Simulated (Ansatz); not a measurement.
# Elastic constants of AlCu3: input and output

The calculation used DFT PBEsol, scalar-relativistic, plane waves, PAW (Ansatz 0.2.0).

Launched with:
```bash
ansatz run input.yaml --threads 4 --pin off --max-ram 12288MiB --backend cpu --events-out ev --progress --plain --runs-dir out
```

Input (bare energies are in eV):
```yaml
crystal:
  lattice:
    - [4.1745393411, 0.0, 0.0]
    - [0.0, 5.1246043655, 0.0]
    - [0.0, 0.0, 4.4711138337]
  atoms:
    - { symbol: Al, position: [0.0, 0.0, 0.664523829] }
    - { symbol: Al, position: [0.5, 0.5, 0.335476171] }
    - { symbol: Cu, position: [0.0, 0.5, 0.668231244] }
    - { symbol: Cu, position: [0.5, 0.0, 0.331768756] }
    - { symbol: Cu, position: [0.0, 0.25103418, 0.1640011787] }
    - { symbol: Cu, position: [0.0, 0.74896582, 0.1640011787] }
    - { symbol: Cu, position: [0.5, 0.24896582, 0.8359988213] }
    - { symbol: Cu, position: [0.5, 0.75103418, 0.8359988213] }
basis:
  ecutwfc: 420
kpoints:
  mp_grid: { grid: [8, 8, 8] }
hamiltonian:
  xc: pbesol
scf:
  occupations: { method: fermi_dirac, width: 0.15 }
output:
  forces: true
  stress: true
  eigenvalues: true
elastic:
  mode: relaxed_ion
  amplitude: 0.005
  stencil: two_point
```

From the output:
```
--- Elastic constants: 6 strain directions × 2 members + reference (group order 8) ---
  dense FFT box of the reference and of every strained cell: 30×36×32
  strains applied: 11, 22, 33, 23, 13, 12; error gains: componentwise 1.00 (the most a stress slope's error grows in a printed constant), spectral 1.00 (1 for all six strains in a standard setting)
  reference relaxed by the batch: 3 steps; max|allowed force component| 1.32e-4 eV/Å at the deck's positions, 1.00e-5 at the last accepted step, 1.00e-5 by the solve of record
  largest displacement 1.8e-5 Å; the constants are those of the deck's cell at these positions:
  atoms:
    - { symbol: Al, position: [-2.748285242175347e-36, 0.0, 0.6645254375359586] }
    - { symbol: Al, position: [0.5, 0.5, 0.33547456246404156] }
    - { symbol: Cu, position: [2.838392955033555e-36, 0.5, 0.6682310243165982] }
    - { symbol: Cu, position: [0.5, 0.0, 0.331768975683402] }
    - { symbol: Cu, position: [3.55925465789922e-36, 0.25103142794903777, 0.16400351954196637] }
    - { symbol: Cu, position: [-3.469146945041012e-36, 0.7489685720509622, 0.16400351954196637] }
    - { symbol: Cu, position: [0.5, 0.2489685720509623, 0.8359964804580338] }
    - { symbol: Cu, position: [0.5, 0.7510314279490378, 0.8359964804580338] }
  C = ∂σ_k/∂η_j (tension-positive GPa; Voigt order 11 22 33 23 13 12):
       281.086     87.407     95.161      0.000      0.000      0.000
        87.490    235.188    128.535      0.000      0.000      0.000
        95.156    128.456    231.149      0.000      0.000      0.000
         0.000      0.000      0.000     42.117      0.000      0.000
         0.000      0.000      0.000      0.000     59.700      0.000
         0.000      0.000      0.000      0.000      0.000     55.008
  reference stress σ⁰ (GPa):     -0.002      0.000      0.002     -0.000     -0.000     -0.000
  C* (energy form; C + prestress term) asymmetry max|C*_kj − C*_jk| = 8.597e-2 GPa — a small one proves nothing (zero by symmetry where the batch's group is 432, −43m or m−3m); a large one is finite-difference/SCF noise where every solve ...
  moduli (Voigt/Reuss/Hill, GPa): K = 152.18/152.13/152.16   G = 60.45/56.45/58.45   E = 155.45   ν = 0.330
  mechanically stable: yes (min eigenvalue of sym C = 42.12 GPa)
  the stresses are not corrected for the forces that the relaxations left standing (`elastic.f_tol`)
  strain η (Voigt 11):  stress-route row diagonal C_11 = 281.09 GPa, energy-path curvature d²(F+E_count+ΔE)/dδ²/Ω₀ = 280.99 GPa
         δ    σ_11 (GPa) F (eV) n_scf n_hpsi n_pw
    -5.000e-3      -1.4349      -40583.4553703      14  184912   1884   relax 3 steps, max|allowed force component| 3.35e-5 eV/Å
     5.000e-3       1.3760      -40583.4554230      14  184853   1898   relax 3 steps, max|allowed force component| 2.78e-5 eV/Å
  strain η (Voigt 22):  stress-route row diagonal C_22 = 235.19 GPa, energy-path curvature d²(F+E_count+ΔE)/dδ²/Ω₀ = 235.12 GPa
         δ    σ_22 (GPa) F (eV) n_scf n_hpsi n_pw
    -5.000e-3      -1.2098      -40583.4557073      14  186490   1882   relax 6 steps, max|allowed force component| 6.37e-7 eV/Å
     5.000e-3       1.1420      -40583.4557579      14  186318   1902   relax 5 steps, max|allowed force component| 1.13e-5 eV/Å
  strain η (Voigt 33):  stress-route row diagonal C_33 = 231.15 GPa, energy-path curvature d²(F+E_count+ΔE)/dδ²/Ω₀ = 231.20 GPa
         δ    σ_33 (GPa) F (eV) n_scf n_hpsi n_pw
    -5.000e-3      -1.1699      -40583.4557669      14  186503   1884   relax 5 steps, max|allowed force component| 6.45e-6 eV/Å
     5.000e-3       1.1416      -40583.4557630      14  186422   1910   relax 5 steps, max|allowed force component| 5.11e-6 eV/Å
  strain η (Voigt 23):  stress-route row diagonal C_44 = 42.12 GPa, energy-path curvature d²(F+E_count+ΔE)/dδ²/Ω₀ = 42.10 GPa
         δ    σ_23 (GPa) F (eV) n_scf n_hpsi n_pw
    -5.000e-3      -0.2106      -40583.4571759      14  253789   1892   relax 5 steps, max|allowed force component| 4.73e-5 eV/Å
     5.000e-3       0.2106      -40583.4571759      14  253844   1892   relax 5 steps, max|allowed force component| 4.73e-5 eV/Å
  strain η (Voigt 13):  stress-route row diagonal C_55 = 59.70 GPa, energy-path curvature d²(F+E_count+ΔE)/dδ²/Ω₀ = 59.71 GPa
         δ    σ_13 (GPa) F (eV) n_scf n_hpsi n_pw
    -5.000e-3      -0.2985      -40583.4570461      14  251524   1890   relax 3 steps, max|allowed force component| 4.60e-5 eV/Å
     5.000e-3       0.2985      -40583.4570461      14  251521   1890   relax 3 steps, max|allowed force component| 4.59e-5 eV/Å
  strain η (Voigt 12):  stress-route row diagonal C_66 = 55.01 GPa, energy-path curvature d²(F+E_count+ΔE)/dδ²/Ω₀ = 55.00 GPa
         δ    σ_12 (GPa) F (eV) n_scf n_hpsi n_pw
    -5.000e-3      -0.2750      -40583.4570800      14  251567   1892   relax 3 steps, max|allowed force component| 8.85e-6 eV/Å
     5.000e-3       0.2750      -40583.4570800      14  251510   1892   relax 3 steps, max|allowed force component| 8.85e-6 eV/Å
```

Time: 9.3 min on 4 threads of Intel(R) Xeon(R) 6975P-C (Granite Rapids) (shared host), peak memory 1.5 GiB.

In a metal, frequencies and elastic constants depend on the k mesh and the smearing, soft modes and shear constants most.